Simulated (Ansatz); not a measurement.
## Two-dimensional strain map in AlCo

These are results of Ansatz, DFT PBEsol, scalar-relativistic, plane waves, PAW, not measurements. The runs took a 420 eV cutoff, a Γ-centred 22×22×22 mesh and Gaussian smearing (0.15 eV). No spin polarisation. A magnetic state may lie lower. Energies are free energies at this smearing, counted from the undisturbed cell; pressure is positive in compression.

The starting cell (relaxed at this level; it needn't be the usual structure):

```
Al Co
1.0
     2.82259    0.00000    0.00000
     0.00000    2.82259    0.00000
     0.00000    0.00000    2.82259
Al Co
1 1
Cartesian
  0.0000 0.0000 0.0000
  1.4113 1.4113 1.4113
```

The cell is strained by p along both x and y and by q along z, fractional coordinates fixed. Points are written (p, q).

Energy above the undisturbed cell in meV/atom (a dash: not computed):

| p \ q | -0.050 | -0.025 | 0.000 | 0.025 | 0.050 |
| --- | --- | --- | --- | --- | --- |
| -0.050 | 181.0 | 126.2 | 89.2 | 66.3 | 55.3 |
| -0.025 | ? | – | 20.9 | – | – |
| 0.000 | 32.7 | – | 0.0 | – | ? |
| 0.050 | 60.3 | – | 68.7 | – | ? |

Task: Fill in the withheld energies.

Result: (-0.025, -0.050): 80.3; (0.000, 0.050): 22.4; (0.050, 0.050): 129.9.